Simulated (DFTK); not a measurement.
Input of a DFTK 0.8.2 run:

run.jl

```julia
using DFTK
using PseudoPotentialData
using Unitful, UnitfulAtomic
using LinearAlgebra, Printf
include("save.jl")
disable_threading()

# lattice vectors are the columns
lattice = austrip(1u"Å") * [         2.714         -1.357            0.0;
                      0.0   2.3503929459            0.0;
                      0.0            0.0           4.41]
symbols   = [:Cr, :Cr]
positions = [[0.6666666667, 0.3333333333, 0.75],
             [0.3333333333, 0.6666666667, 0.25]]
pseudopotentials = PseudoFamily("dojo.nc.sr.pbe.v0_4_1.standard.upf")
elements = Dict(s => ElementPsp(s, pseudopotentials) for s in unique(symbols))
atoms    = [elements[s] for s in symbols]
magnetic_moments = [4.5, 4.5]

build_model(lattice, positions; symmetries=true) =
    model_DFT(lattice, atoms, positions;
              functionals=PBE(),
              magnetic_moments,
              spin_polarization=:collinear,
              temperature=austrip(0.05u"eV"),
              smearing=Smearing.FermiDirac(),
              symmetries)
Ecut  = 47.0  # hartree
kgrid = [8, 8, 4]
tol   = 1e-6
to_GPa = ustrip(uconvert(u"GPa", 1u"hartree/bohr^3"))

model = build_model(lattice, positions)
basis = PlaneWaveBasis(model; Ecut, kgrid)
display(basis)
scfres = self_consistent_field(basis;
                               tol,
                               ρ=guess_density(basis, magnetic_moments),
                               nbandsalg=AdaptiveBands(model; n_bands_converge=23))
display(scfres.energies)
@printf "Fermi level: %.6f eV\n" ustrip(auconvert(u"eV", something(scfres.εF, NaN)))
forces = compute_forces_cart(scfres)
println("Forces (eV/Å)")
for (s, f) in zip(symbols, forces)
    @printf "%-3s %12.6f %12.6f %12.6f\n" s ustrip.(auconvert.(u"eV/Å", f))...
end
stress = compute_stresses_cart(scfres)
println("Stress (GPa)")
display(round.(stress * to_GPa; digits=4))
@printf "Total moment: %.4f μB\n" sum(spin_density(scfres.ρ)) * scfres.basis.dvol
println("Levels at the first k-point (eV): ", round.(ustrip.(auconvert.(u"eV", scfres.eigenvalues[1][1:scfres.n_bands_converge])); digits=4))
save_scf!(scfres; forces, stress)

bands = DFTK.unfold_bz(scfres; skip_hamiltonian=true)  # projections need the whole mesh
(; projections, labels) = DFTK.atomic_orbital_projections(bands.basis, bands.ψ)
pop = zeros(length(labels), model.n_spin_components)
for (ik, k) in enumerate(bands.basis.kpoints)
    pop[:, k.spin] += bands.basis.kweights[ik] * projections[ik]' * bands.occupation[ik]
end
lowdin = [sum(pop[[l.iatom == i for l in labels], :]; dims=1)[:] for i in eachindex(atoms)]
println("Löwdin populations and charges")
for (i, n) in enumerate(lowdin)
    @printf "%-3s %s  charge %8.4f\n" symbols[i] join([@sprintf("%9.4f", x) for x in n]) charge_ionic(atoms[i]) - sum(n)
end
@printf "Spilling: %.4f\n" 1 - sum(pop) / model.n_electrons
results["lowdin"] = lowdin; results["z_ion"] = charge_ionic.(atoms)
```

Potentials or basis: dojo.nc.sr.pbe.v0_4_1.standard.upf (PBE).

Launch:

```console
$ julia --threads=1 run.jl  # save.jl only writes the numbers to a file and isn't shown; printed stress counts tension as positive; times include loading and compiling
```

(1) What does it give for the net moment?

(2) Predict the pressure.

## Answers

(1) 2.37 μB per cell.

(2) -23.3 GPa.
